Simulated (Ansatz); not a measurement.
# How far is PAW off for Zr?

```
CELL_PARAMETERS angstrom
-1.73760 1.81000 1.81000
1.81000 -1.73760 1.81000
1.81000 1.81000 -1.73760
ATOMIC_POSITIONS crystal
Zr 0.00000 0.00000 0.00000
```

The geometry is COD entry 9008559, unchecked; take it as a test cell. The listed cell was then made from it by scaling, straining or moving an atom.

Methods: DFT, PBE, PAW with Ansatz's default frozen-core files, scalar-relativistic (Ansatz 0.2.0); DFT, PBE, all-electron PAW with datasets made for the crystal, scalar-relativistic (Ansatz 0.2.0); DFT, PBE, all-electron LAPW, scalar-relativistic (Ansatz 0.2.0).

For PAW: a Γ-centred 16×16×16 k mesh, Fermi–Dirac smearing of 0.03 eV, cutoff 420 eV, no spin polarisation. The crystal-made all-electron datasets (AE datasets) take a cutoff of 240 eV at this cell. LAPW targets a basis error of 0.5 meV/atom. The Ansatz runs share mesh, smearing and spin set-up. Plane-wave (PAW) pressures include the program's estimate of the Pulay term.

Stress and pressure are positive in compression.

The change that made this cell: equal xy, yz and zx engineering shear strains of +4 %.

No spin–orbit coupling: at heavy atoms the gradients can be off by tens of per cent for that reason.

In a metal, gradients converge slowly with the k mesh: the values move by tens of per cent from one mesh to another, at times in sign, so only the comparison on one mesh counts.

```json
{"quantity": "pressure (GPa)", "PAW": "-3.04", "AE datasets": "-3.02", "LAPW": "-3.02"}
{"quantity": "stress yz (GPa)", "PAW": "-1.46", "AE datasets": "-1.46", "LAPW": "-1.46"}
{"quantity": "stress xz (GPa)", "PAW": "-1.46", "AE datasets": "-1.46", "LAPW": "-1.46"}
{"quantity": "stress xy (GPa)", "PAW": "-1.46", "AE datasets": "-1.46", "LAPW": "-1.46"}
{"quantity": "field gradient Vzz at Zr (10²¹ V/m²)", "PAW": "-3.15", "AE datasets": "-3.12", "LAPW": "–"}
```

PAW's pressure differs from the LAPW value by -0.02 GPa.
